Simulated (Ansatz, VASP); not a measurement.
**Au in VASP and in Ansatz**

```xyz
1
Lattice="0.0000 1.8128 1.8128 1.8128 0.0000 1.8128 1.8128 1.8128 0.0000" Properties=species:S:1:pos:R:3 pbc="T T T"
Au    0.0000    0.0000    0.0000
```

Change from the starting cell: volume scaled by 0.7, LAPW.

Alike in both runs: task single point; functional PBEsol; k mesh 16 × 16 × 16; occupations fermi-dirac, width 0.05 eV; no spin polarisation.

|  | VASP | Ansatz |
| --- | --- | --- |
| version | VASP 6.6.1 | Ansatz 0.2.0 |
| potentials or method | VASP PAW PBE potentials, release 64 (Au), cutoff 520 eV | all-electron LAPW, scalar-relativistic |

VASP gave:

* pressure (GPa): 169.3

Q: What did Ansatz give for the same quantities?

A: Pressure (GPa): 168.6.

Ansatz ran all-electron here, so the differences hold the error of VASP's frozen core and of both bases.

Caveats: the cell as given lies far from equilibrium; so large a pressure means that the cell lies far from this level's equilibrium, or that cutoff or potentials fall short (VASP); the potentials were made for another functional, which shifts forces and pressure (VASP). Spin-orbit coupling is left out, which matters for the levels of Au.
